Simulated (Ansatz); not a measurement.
## Cd: pressure and energy less free atoms as volume per atom varies

Periodic Kohn-Sham DFT of a crystal at fixed atoms; pressure and stress are positive in compression; the energy is the free energy less that of spherical unpolarised free atoms; site moments are those in the method's own spheres, positive along +z. The results are calculated, by Ansatz 0.2.0.

Cell of the first row (space group P6_3/mmc, No. 194):
```
Cd
1.0
      2.9181     0.0000     0.0000
     -1.4590     2.5271     0.0000
      0.0000     0.0000     5.5030
Cd
2
Direct
  0.33333 0.66667 0.25000
  0.66667 0.33333 0.75000
```

Settings of every row: method all-electron LAPW; functional PBEsol; relativity scalar; k mesh 14x14x7; filling fermi-dirac; smearing width 0.05 eV; basis error target 0.25 meV/atom; nucleus gaussian.

Atom start moment: 0 on all atoms.

| row | volume per atom (Å³) | pressure (GPa) | energy less free atoms (eV/atom) |
| --- | --- | --- | --- |
| 1 | 20.29 | 2.518 | -1.1855 |
| 2 | 20.506 | 1.737 | -1.1884 |
| 3 | 20.722 | 1.008 | -1.1902 |
| 4 | 21.154 | ? | ? |
| 5 | 21.369 | -0.898 | -1.1903 |
| 6 | 21.585 | -1.447 | -1.1887 |
| 7 | 21.801 | -1.957 | -1.1864 |
| 8 | 22.017 | -2.429 | -1.1835 |
| 9 | 22.449 | -3.267 | -1.1757 |
| 10 | 22.665 | -3.637 | -1.1711 |
| 11 | 22.88 | -3.978 | -1.166 |

Question: what pressure and energy less free atoms should row 4 give?

Worked fit of pressure. Take u = (V_r/V)^(2/3) − 1 with V_r = 21.693 Å³ an atom, which is twice the finite (Eulerian) strain; such expansions in the strain, on which the Birch-Murnaghan equation of state is built, carry the rest volume and the bulk modulus. The shown rows have u = 0.04558, 0.03823, 0.031, 0.01008, 0.00333, -0.00331, -0.00983, -0.02258, -0.0288, -0.03489. Least squares give pressure = −1.7063 + 76.777 × u + 341.36 × u² + 169 × u³ GPa; a parabola predicts inner rows, each left out in turn, worse (root mean square 0.0021 against 0.0012 GPa). The rows lie off it by 0.000, 0.000, 0.001, 0.000, 0.000, 0.000, -0.001, 0.001, 0.001, -0.001. The pressure vanishes at u = 0.0204, or V = 21.05 Å³ an atom, and there the bulk modulus at fixed shape and fractions is B = −V dP/dV = (2/3)(1 + u) dP/du = 61.8 GPa. Letting shape and atoms relax would as a rule lower it, by much in layered, chain or molecular crystals. The withheld row has u = 0.01692, so the fit gives −1.7063 + 76.777 × (0.01692) + 341.36 × (0.01692)² + 169 × (0.01692)³ = -0.309 GPa.

The calculation gave -0.307 GPa. The fit lies 0.002 GPa (0.031 % of the column's range) below it; its largest miss of a shown row is 0.001 GPa.

Worked fit of energy less free atoms. Take u = (V_r/V)^(2/3) − 1 with V_r = 21.693 Å³ an atom, which is twice the finite (Eulerian) strain; such expansions in the strain, on which the Birch-Murnaghan equation of state is built, carry the rest volume and the bulk modulus. The shown rows have u = 0.04558, 0.03823, 0.031, 0.01008, 0.00333, -0.00331, -0.00983, -0.02258, -0.0288, -0.03489. Least squares give energy less free atoms = −1.18764 − 0.3466 × u + 8.194 × u² + 9.7 × u³ eV/atom; a parabola predicts inner rows, each left out in turn, worse (root mean square 0.00012 against 4e-05 eV/atom). All shown rows lie on it to the printed digit. Its lowest point lies at u = 0.0204, or V = 21.05 Å³ an atom, and the curvature there gives the bulk modulus at fixed shape and fractions, B = (4/9)(1 + u)² E″(u)/V = 61.9 GPa. Letting shape and atoms relax would as a rule lower it, by much in layered, chain or molecular crystals. The withheld row has u = 0.01692, so the fit gives −1.18764 − 0.3466 × (0.01692) + 8.194 × (0.01692)² + 9.7 × (0.01692)³ = -1.1911 eV/atom.

The calculation gave -1.1911 eV/atom. The fit meets it to the printed digit.
